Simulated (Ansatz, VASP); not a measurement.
**One calculation of Sb, two programs**

```
Sb
1.0
     3.25480    0.00000    0.00000
     0.00000    3.25480    0.00000
     0.00000    0.00000    3.16000
Sb
1
Direct
  0.00000 0.00000 0.00000
```

Change from the starting cell: equal xx and yy strain of +3 %, crystal datasets.

Alike in both runs: task electric field gradients; functional PBE; k mesh 13 × 13 × 13; occupations fermi-dirac, width 0.05 eV; no spin polarisation.

|  | VASP | Ansatz |
| --- | --- | --- |
| version | VASP 6.6.1 | Ansatz 0.2.0 |
| potentials or method | VASP PAW PBE potentials, release 64 (Sb), cutoff 520 eV | all-electron PAW with datasets made for the crystal, scalar-relativistic |

Ansatz gave:

* pressure (GPa): -4.6
* largest component of the traceless stress (GPa): 2.18
* Vzz of the field gradient on the site that differs most (V/Å²): -8.8

Task: What did VASP give for the same quantities?

Result: Pressure (GPa): -4.7; largest component of the traceless stress (GPa): 2.18; Vzz of the field gradient on the site that differs most (V/Å²): -10.1.

Ansatz ran all-electron here, so the differences hold the error of VASP's frozen core and of both bases. Ansatz warned: «gradients_without_spin_orbit».

Spin-orbit coupling is left out, which matters for the levels of Sb.
